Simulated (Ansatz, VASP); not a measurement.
**Rb: VASP beside Ansatz**

The input INCAR:

```
PREC = Accurate ; ENCUT = 520
EDIFF = 1E-6 ; ISMEAR = -1
SIGMA = 0.05 ; LREAL = F
LASPH = T ; NELM = 60
ALGO = Normal ; ISIF = 2
LWAVE = F ; LCHARG = T
GGA = PS ; LELF = T
LVHAR = T ; NBANDS = 10
```

The input KPOINTS:

```
Automatic mesh
0
Gamma
  8 8 8
```

File POSCAR:

```
Rb
1.0
   -2.7779400000      2.7779400000      2.8060000000
    2.7779400000     -2.7779400000      2.8060000000
    2.7779400000      2.7779400000     -2.8060000000
Rb
1
Direct
    0.0000000000      0.0000000000      0.0000000000
```

Input for Ansatz:

```yaml
crystal:
  lattice:
    - [-2.77794, 2.77794, 2.806]
    - [2.77794, -2.77794, 2.806]
    - [2.77794, 2.77794, -2.806]
  atoms:
    - { symbol: Rb, position: [0.0, 0.0, 0.0] }
kpoints:
  mp_grid: { grid: [8, 8, 8] }
  band_path:
    path:
      - [0.0, 0.0, 0.0]
      - [0.0, 0.0, 0.5]
      - [0.25, 0.25, 0.25]
      - [0.0, 0.5, 0.0]
      - [0.0, 0.0, 0.0]
      - [0.5, 0.5, -0.5]
      - [0.495025, 0.504975, -0.495025]
      - [-0.495025, 0.495025, 0.495025]
      - [0.0, 0.0, 0.0]
    npoints: 5
scf:
  occupations: { method: fermi_dirac, width: 0.05 }
hamiltonian:
  xc: pbesol
  pseudopotentials: { kind: all_electron, lapw: { basis_error: 0.001 } }
output:
  forces: true
  stress: true
  eigenvalues: true
```

Change from the starting cell: equal xx and yy strain of -1 %.

Alike in both runs: task single point; functional PBEsol; k mesh 8 × 8 × 8; occupations fermi-dirac, width 0.05 eV; no spin polarisation.

|  | VASP | Ansatz |
| --- | --- | --- |
| version | VASP 6.6.1 | Ansatz 0.2.0 |
| potentials or method | VASP PAW PBE potentials, release 64 (Rb_sv) | all-electron LAPW, scalar-relativistic |
| plane-wave cutoff (eV) | 520 | see its input |

|  | VASP | Ansatz | Ansatz less VASP |
| --- | --- | --- | --- |
| pressure (GPa) | 0.0 | 0.0 | 0.00 |

Ansatz ran all-electron here, so the differences hold the error of VASP's frozen core and of both bases.

Caveats: the PAW data sets were made with another functional, which shifts forces and pressure a little (VASP).
